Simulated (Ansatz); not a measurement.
MgTe, space group F-43m, a calculation of the elastic constants

With Ansatz 0.2.0, Python API.

Notebook, run cell by cell (the value of a cell's last expression is shown):

In [1]:
```python
import warnings

import ansatz as az
import numpy as np
```

In [2]:
```python
XC = "pbe"
SMEARING = "fixed"
KGRID = (6, 6, 6)
```

In [3]:
```python
warnings.simplefilter("ignore", az.DeckWarning)

xtal = (
    az.Lattice.of([0.0, 3.231999, 3.231999], [3.231999, 0.0, 3.231999], [3.231999, 3.231999, 0.0])
    .atom("Mg", [0.0, 0.0, 0.0])
    .atom("Te", [0.75, 0.75, 0.75])
)
```

In [4]:
```python
calc = (
    xtal.calculation()
    .functional(XC)
    .occupations(SMEARING)
    .kpoints(*KGRID)
)
out = calc.elastic("clamped_ion").run(threads=1, pin="off")
elastic = out.elastic
```

In [5]:
```python
print("C_ij (GPa), Voigt order xx yy zz yz xz xy")
for row in elastic.c_gpa:
    print(" ".join(f"{value:8.1f}" for value in row))
print("smallest eigenvalue of C:", round(elastic.stability.min_eigenvalue_gpa, 1), "GPa; stable:", elastic.stability.stable)
# averaged moduli need a positive definite tensor
if elastic.stability.min_eigenvalue_gpa > 0:
    for name, value in elastic.moduli.to_plain().items():
        print(f"{name:14s} {value:9.3f}")
    S = np.linalg.inv(elastic.c_gpa)
    print("Young modulus along x, y, z (GPa):", np.round(1 / np.diag(S)[:3], 1))
    print("linear compressibility along x, y, z (1/TPa):", np.round(1000 * S[:3, :3].sum(axis=1), 2))
```
```text
C_ij (GPa), Voigt order xx yy zz yz xz xy
    46.8     32.2     32.2      0.0      0.0     -0.0
    32.2     46.8     32.2      0.0      0.0      0.0
    32.2     32.2     46.8      0.0      0.0     -0.0
    -0.0      0.0      0.0     32.6      0.0     -0.0
    -0.0     -0.0      0.0      0.0     32.6      0.0
    -0.0      0.0      0.0      0.0      0.0     32.6
smallest eigenvalue of C: 14.6 GPa; stable: True
k_voigt_gpa       37.033
k_reuss_gpa       37.033
k_hill_gpa        37.033
g_voigt_gpa       22.462
g_reuss_gpa       13.681
g_hill_gpa        18.072
youngs_gpa        46.630
poisson            0.290
Young modulus along x, y, z (GPa): [20.6 20.6 20.6]
linear compressibility along x, y, z (1/TPa): [9. 9. 9.]
```

What to keep in mind:
- A positive definite tensor excludes instabilities under uniform strain alone; phonons elsewhere in the zone can still be imaginary.
- These are clamped-ion constants: where atoms have free coordinates under strain, the relaxed-ion ones can be far smaller or negative, so this tensor doesn't settle whether the crystal is stable.
- This cell is a computed structure, which may not be the phase found in nature.
- The constants belong to the cell that was strained; where it wasn't relaxed first it may be under stress.
- Timing: 46 s on 1 thread of Intel(R) Xeon(R) Platinum 8259CL CPU @ 2.50GHz (Skylake/Cascade Lake), with other jobs on the host, peak memory 0.47 GiB.

(A comment or docstring line of the script was reworded after the run, the code is as it ran; lines on the test bed's own set-up are left out of the output.)
